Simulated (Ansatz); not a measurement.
Cubic perovskite LaAlO3 (cubic high-temperature phase) was calculated with PBE0 in Ansatz (PAW).

Numerical settings: plane-wave cutoff 520 eV, 6×6×6 k mesh, scalar-relativistic PAW data made under PBE.

Computed at the level's own relaxed cell.

```
AlLaO3
1.0
    3.77704     0.00000     0.00000
    0.00000     3.77704     0.00000
    0.00000     0.00000     3.77704
La Al O
1 1 3
Direct
  0.00000   0.00000   0.00000
  0.50000   0.50000   0.50000
  0.50000   0.00000   0.50000
  0.00000   0.50000   0.50000
  0.50000   0.50000   0.00000
```

### Question
Give the elastic tensor (Voigt notation, GPa, ions relaxed, in the Cartesian axes of the cell as printed).

### Answer

```
  366.2   136.8   136.8     0.0     0.0     0.0
  136.8   366.2   136.8     0.0     0.0     0.0
  136.8   136.8   366.2     0.0     0.0     0.0
    0.0     0.0     0.0   169.6     0.0     0.0
    0.0     0.0     0.0     0.0   169.6     0.0
    0.0     0.0     0.0     0.0     0.0   169.6
```

Note: the relaxation could not lower the start's symmetry, so the cell can be a saddle point above a distorted one.

Computed values are for the static lattice.

Ansatz is a program for electronic structure.
